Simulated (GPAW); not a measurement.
# Ga (P6/mmm) in GPAW: reference runs

Reference runs on Ga: the cell as given.

All numbers are computed with GPAW 26.7.0; they aren't measurements. Logs are shortened: lines on timing, memory, paths and dates and some standing lists are left out, and cuts for length are marked. The log counts tension as positive stress, the text compression.

**1. Starting point**

It takes space group P6/mmm (No. 191, hexagonal). The conventional cell has a = 4.449 Å, b = 4.449 Å, c = 2.765 Å, α = 90.00°, β = 90.00°, γ = 120.00°. Ga (site symmetry -6m2) is surrounded by 5 Ga at 2.57 to 2.77 Å.

The cell was built by a generator and needn't be a form met in nature.

**2. Single point, PBE**

The input, run.py:

```python
from ase import Atoms
from ase.dft.bandgap import bandgap
from ase.io import write
from ase.units import GPa
from gpaw import GPAW, PW

atoms = Atoms(['Ga', 'Ga'],
              cell=[[4.449473825, 0.0, 0.0],
                    [-2.2247369125, 3.8533573659, 0.0],
                    [0.0, 0.0, 2.7652]],
              scaled_positions=[[0.33333, 0.66667, 0.5],
                                [0.6666633333, 0.3333366667, 0.5]],
              pbc=True)

calc = GPAW(mode=PW(600),
            xc='PBE',
            kpts={'size': (7, 7, 10), 'gamma': True},
            occupations={'name': 'fermi-dirac', 'width': 0.05},
            nbands=10,
            convergence={'density': 1e-05, 'energy': 1e-05},
            maxiter=150,
            txt='gpaw.txt')
atoms.calc = calc
energy = atoms.get_potential_energy()
forces = atoms.get_forces()
stress = atoms.get_stress()
calc.write('gs.gpw')
write('result.traj', atoms)
print(f'Energy: {energy:.6f} eV')
print('Forces (eV/A):')
print(forces.round(4))
print('Stress (GPa):', (stress / GPa).round(3))
print('Fermi level:', round(calc.get_fermi_level(), 4), 'eV')
print(f'Gap: {bandgap(calc)[0]:.4f} eV, direct: {bandgap(calc, direct=True)[0]:.4f} eV')
```

Potentials or basis: GPAW PAW data sets (gpaw-data 1.2.1), pw.

Started as:

```console
> OMP_NUM_THREADS=1 python run.py
```

gpaw.txt:

```text
__  _  _
 | _ |_)|_||  |
 |__||  | ||/\| - 26.7.0

Input parameters:
  mode=PW(ecut=600.0),
  convergence={'density': 1e-05, 'energy': 1e-05},
  kpts=MonkhorstPack(size=(7, 7, 10), gamma=True),
  maxiter=150,
  nbands=10,
  occupations=Occupations(name='fermi-dirac', width=0.05),
  xc=XC(name='PBE')

Diagonalizing LCAO Hamiltonian
Converting LCAO to pw mode

        Ga  Ga

Atoms  # Å, Bohr magnetons
|   | symbol |         x |        y |        z |    initial magnetic moments |
|---|--------|-----------|----------|----------|-----------------------------|
| 0 |     Ga | -0.000022 | 2.568918 | 1.382600 | ( 0.0000,  0.0000,  0.0000) |
| 1 |     Ga |  2.224715 | 1.284465 | 1.382600 | ( 0.0000,  0.0000,  0.0000) |

Unit cell  # Å
| periodic |         x |        y |        z |  lengths |     angles |
|----------|-----------|----------|----------|----------|------------|
|      yes |  4.449474 | 0.000000 | 0.000000 | 4.449474 |  90.000000 |
|      yes | -2.224737 | 3.853357 | 0.000000 | 4.449474 |  90.000000 |
|      yes |  0.000000 | 0.000000 | 2.765200 | 2.765200 | 120.000000 |

Number of symmetries: 4
Symmetry operations  # r_c * U_cc + t_c -> r_c
|   | kind |            matrix            |
|---|------|------------------------------|
| 0 |  E   |  1, 0, 0,  0, 1, 0,  0, 0, 1 |
| 1 |  σ   |  1, 0, 0,  0, 1, 0,  0, 0,-1 |
| 2 |  σ   |  0,-1, 0, -1, 0, 0,  0, 0, 1 |
| 3 |  C2  |  0,-1, 0, -1, 0, 0,  0, 0,-1 |

BZ-sampling:
  Number of BZ points: 490
  Number of IBZ points: 96

  Monkhorst-Pack size: [7, 7, 10]
  Monkhorst-Pack shift: [0.0, 0.0, 0.05]

K-points  # in reciprocal-cell coordinates
|     |                                coordinates |     weight |
|-----|--------------------------------------------|------------|
|   0 | (  0.00000000,   0.00000000,   0.00000000) | 0.00204082 |
|   1 | (  0.00000000,   0.00000000,   0.10000000) | 0.00408163 |
|   2 | (  0.00000000,   0.00000000,   0.20000000) | 0.00408163 |
|   3 | (  0.00000000,   0.00000000,   0.30000000) | 0.00408163 |
|   4 | (  0.00000000,   0.00000000,   0.40000000) | 0.00408163 |
|   5 | (  0.00000000,   0.00000000,   0.50000000) | 0.00204082 |
|   6 | (  0.14285714,  -0.14285714,   0.00000000) | 0.00408163 |
|   7 | (  0.14285714,  -0.14285714,   0.10000000) | 0.00816327 |
|   8 | (  0.14285714,  -0.14285714,   0.20000000) | 0.00816327 |
|   9 | (  0.14285714,  -0.14285714,   0.30000000) | 0.00816327 |
| ... |                                            |            |
|  95 | (  0.42857143,   0.42857143,   0.50000000) | 0.00408163 |

Plane wave coefficients: 1601
Cutoff: 600.0 eV

Spin-components: 1 (collinear spins)
Bands:           10
Projectors:      10
Spin-degeneracy: 2
Datatype:        complex128

Parallelization:
  kpt:    1
  domain: 1
  band:   1

Density:
  Valence electrons: 6.0
  Components: 1
  Grid points: [27 27 16]
  Charge: 0.0  # |e|

Potential:
  Grid points: [27 27 16]

species:
  Ga:
    name:    Gallium
    Z:       31.0
    valence: 3
    core:    28
    charge:  0.0  # [|e|]
    compensation charges:
      type: gauss
      rc: 0.37  # [Å]
      lmax: 2
    cutoffs:
      filter: 2.06  # [Å]
      core: 4.17  # [Å]
    projectors
    | kind |    occ | energy [eV] | rcut [Å] |
    |------|--------|-------------|----------|
    |   4s |  2.000 |      -8.945 |    1.164 |
    |   4p |  1.000 |      -2.580 |    1.164 |
    |    s |        |      18.266 |    1.164 |
    |    p |        |      24.631 |    1.164 |
    |    d |        |       0.000 |    1.164 |

    Using partial waves for Ga as LCAO basis

Reference energy: -105769.343058  # eV

eigensolver:
  PPCG
  Converge bands: occupied
  niter=2

density mixing:
  MSR1-Mixer
  Pratt-step length: 0.05
  Maximum mixing coefficient: 0.75
  Old densities: 10
  SVD Regularization: 0.005
  Good broyden scale: 1.0
  Trust region scale: 1.0
  Backstep threshold: 4.0
  History deletion threshold: 6.0
  Fourier metric: weight=20.0, sigma=0.015

occupation numbers:
  Fermi-Dirac:
    width: 0.0500  # eV

poisson solver:
  ecut: 4800.0  # eV

xc functional:
  name: PBE with 2 nearest neighbor stencil

convergence criteria:
- Maximum integral of absolute [dens]ity change: 1e-05 electrons / valence electron
- Maximum [total energy] change in last 3 cyles: 1e-05 eV / valence electron
- Maximum integral of absolute [eigenst]ate change: 4e-08 eV^2 / valence electron
maximum number of iterations: 150

SCF iterations
|iter     | |      energy | eigst |  dens |
|---------|-|-------------|-------|-------|
|iter:   1| |   -5.535697 | -0.70 |       |
|iter:   2| |   -5.537311 | -3.21 | -1.00 |
|iter:   3| |   -5.545264 | -3.63 | -1.02 |
|iter:   4| |   -5.546721 | -4.06 | -1.49 |
|iter:   5| |   -5.546753 | -5.95 | -2.63 |
|iter:   6| |   -5.546760c| -6.84 | -3.04 |
|iter:   7| |   -5.546760c| -7.70c| -4.41 |
|iter:   8| |   -5.546760c| -8.36c| -4.91 |
|iter:   9| |   -5.546760c| -8.84c| -5.30c|

Converged in 9 steps
Energy contributions relative to reference atoms: (reference = -105769.343058)

Energy contributions:
  Kinetic:          17.915607
  Coulomb:         -14.828296
  Zero:              0.031236
  External:          0.000000
  Xc:               -8.662258
  Entropy:          -0.006098
  Spinorbit:         0.000000
  ----------------------------
  Free energy:      -5.549809
  Extrapolated:     -5.546760

dipole moment: (-0.000123, -0.000005, -0.000041)  # |e|*Ang

Fermi level: 3.953
Eigenvalues  # (at kpt = [0.000, 0.000, 0.000])
| band index |      eig [eV] | occ [0-2] |
|------------|---------------|-----------|
|          0 |        -6.040 |     2.000 |
|          1 |         2.486 |     2.000 |
|          2 |         3.392 |     2.000 |
|          3 |         3.392 |     2.000 |
|          4 |         7.153 |     0.000 |
|          5 |         7.153 |     0.000 |
|          6 |        10.107 |     0.000 |
|          7 |        12.719 |     0.000 |
|          8 |        15.967 |     0.000 |
|          9 |        19.356 |     0.000 |

No gap
No difference between direct/indirect transitions

Forces  # eV/Ang
|        x |       y |       z |
|----------|---------|---------|
| -0.00000 | 0.00000 | 0.00000 |  # Ga   0
| -0.00000 | 0.00000 | 0.00000 |  # Ga   1

Stress tensor  # eV/Ang^3
|         x |         y |        z |
|-----------|-----------|----------|
| -0.007013 |  0.000000 | 0.000000 |
|  0.000000 | -0.007013 | 0.000000 |
|  0.000000 |  0.000000 | 0.003116 |

# Writing to gs.gpw (mode='')
```

It took 23 s on 1 thread of Arm Neoverse V1, shared host; peak memory 0.18 GiB.

Results:

```yaml
Free_energy: -5.5498 eV
Pressure: 0.6 GPa
Band_gap_on_the_k_mesh: none (metal or under the smearing width)
```

Stress tensor (GPa, compression positive):
```
 1.12  0.00  0.00
 0.00  1.12  0.00
 0.00  0.00 -0.50
```
